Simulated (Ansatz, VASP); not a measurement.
## Two plane-wave programs on La

Contents of INCAR:

```
SYSTEM = La
PREC = Accurate ; ENCUT = 520
EDIFF = 1E-7 ; ISMEAR = -1
SIGMA = 0.1 ; LREAL = .False.
LASPH = .True. ; NELM = 80
ALGO = Normal ; ISIF = 2
LWAVE = .False. ; LCHARG = .False.
GGA = PE ; NBANDS = 12
```

The input KPOINTS:

```
regular mesh
0
Gamma
  8 8 8
  0 0 0
```

The input POSCAR:

```
La
1.0
    0.0000000000      2.5542021670      2.5542021670
    2.5542021670      0.0000000000      2.5542021670
    2.5542021670      2.5542021670      0.0000000000
La
1
Direct
    0.0000000000      0.0000000000      0.0000000000
```

Input for Ansatz:

```yaml
crystal:
  lattice:
    - [0.0, 2.5542021669741937, 2.5542021669741937]
    - [2.5542021669741937, 0.0, 2.5542021669741937]
    - [2.5542021669741937, 2.5542021669741937, 0.0]
  atoms:
    - { symbol: La, position: [0.0, 0.0, 0.0] }
basis:
  ecutwfc: 500.0
kpoints:
  mp_grid:
    grid: [8, 8, 8]
hamiltonian:
  xc: pbe
  pseudopotentials:
    kind: paw
scf:
  convergence:
    dr2_threshold: 1.0e-08
  occupations:
    method: fermi_dirac
output:
  stress: true
```

This isn't the form of La at room conditions, which is double hcp.

Alike in both runs: task single point; functional PBE; k mesh 8 × 8 × 8; no spin polarisation.

|  | VASP | Ansatz |
| --- | --- | --- |
| version | VASP 6.6.1 | Ansatz 0.2.0 |
| potentials or method | VASP PAW PBE potentials, release 64 (La) | plane waves, PAW |
| plane-wave cutoff (eV) | 520 | 500 |
| occupations | fermi-dirac, width 0.1 eV | fermi-dirac |
| valence electrons in the cell | 11 | 11 |

|  | VASP | Ansatz | Ansatz less VASP |
| --- | --- | --- | --- |
| pressure (GPa) | 2.7 | 2.7 | -0.08 |

Ansatz warned: «stress_scf_threshold_loose».

Spin-orbit coupling is left out, which matters for the levels of La.
